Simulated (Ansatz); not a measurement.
The system is Gd.

```xyz
2
Lattice="3.6360 0.0000 0.0000 -1.8180 3.1489 0.0000 0.0000 0.0000 5.7826" Properties=species:S:1:pos:R:3 pbc="T T T"
Gd    1.8180    1.0496    4.3369
Gd    0.0000    2.0992    1.4457
```

Alike in all runs: program Ansatz 0.2.0; functional PBEsol; potentials or basis Ansatz PAW; cutoff 420 eV (not typed: the program's choice for these potentials); k mesh 8 × 8 × 5; occupations fermi-dirac, width 0.05 eV.

Starts and where they ended:

```csv
start,free energy over the lowest (meV/atom),net moment (μB),site or absolute moments (μB),gap
"collinear spin, random start of up to 2.01 μB",0.0,0.00,"Gd +7.23, -7.23",none (metal or under the smearing width)
"collinear spin, antiferromagnetic start of up to 7 μB",0.0,0.00,"Gd +7.23, -7.23",none (metal or under the smearing width)
"collinear spin, ferromagnetic start of up to 7 μB",6.9,15.22,Gd +7.33,none (metal or under the smearing width)
"collinear spin, ferrimagnetic start of up to 7 μB",0.0,0.00,"Gd +7.23, -7.23",none (metal or under the smearing width)
"collinear spin, ferromagnetic start of up to 8.5 μB",6.9,15.22,Gd +7.33,none (metal or under the smearing width)
no spin polarisation,7249.2,-,-,none (metal or under the smearing width)
```

The spin-polarised runs without a constraint all converged, yet they end up to 7 meV/atom apart: a converged run can sit in a state that isn't the lowest. Allowing spin polarisation gains 7249 meV/atom. A still lower state may exist.

Caveats: spin-orbit coupling is left out, which moves the levels of the heavy elements (some runs); the starting moments weren't kept (some runs).
